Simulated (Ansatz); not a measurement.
The system is CdSe.

```
Cd Se
1.0
     0.00000    2.87396    2.87396
     2.87396    0.00000    2.87396
     2.87396    2.87396    0.00000
Cd Se
1 1
Cartesian
  0.0000 0.0000 0.0000
  2.8740 2.8740 2.8740
```

Measurements of this composition are mostly on another form, of space group No. 186.

| Quantity | Value |
| --- | --- |
| Program | Ansatz 0.2.0 |
| Task | relaxation of cell and atoms |
| Functional | HSEsol |
| Potentials or basis | Ansatz PAW |
| Cutoff | 420 eV (not typed: the program's choice for these potentials) |
| k mesh | 4 × 4 × 4 |
| Occupations | fermi-dirac, width 0.05 eV |
| Spin | no spin polarisation |

At the start: volume 23.74 Å³/atom.

Where does the relaxation end?

It ends after 5 steps and the volume is 22.32 Å³/atom (-6.0 %); space group Fm-3m (No. 225, to 0.05 Å).

The path:
```
step  energy change (eV)  largest force (eV/Å)  volume (Å³)
   1              0.0000                0.0000        47.48
   2             -0.0173                0.0000        42.55
   3             -0.0399                0.0000        44.86
   4             -0.0404                0.0000        44.63
   5             -0.0383                0.0000        44.63
```

Final structure:
```xyz
2
Lattice="0.0000 2.8154 2.8154 2.8154 0.0000 2.8154 2.8154 2.8154 0.0000" Properties=species:S:1:pos:R:3 pbc="T T T"
Cd    0.0000    0.0000    0.0000
Se    2.8154    2.8154    2.8154
```

Caveat: the k mesh is coarse (spacing up to 0.47 Å⁻¹), so the values aren't converged, least of all with exact exchange; the plane-wave basis is chosen anew once the cell has moved, so the energies of steps on either side of that aren't comparable; the PAW data sets come from PBE, with cores solved anew for the run's functional, which leaves a small shift of forces and pressure.
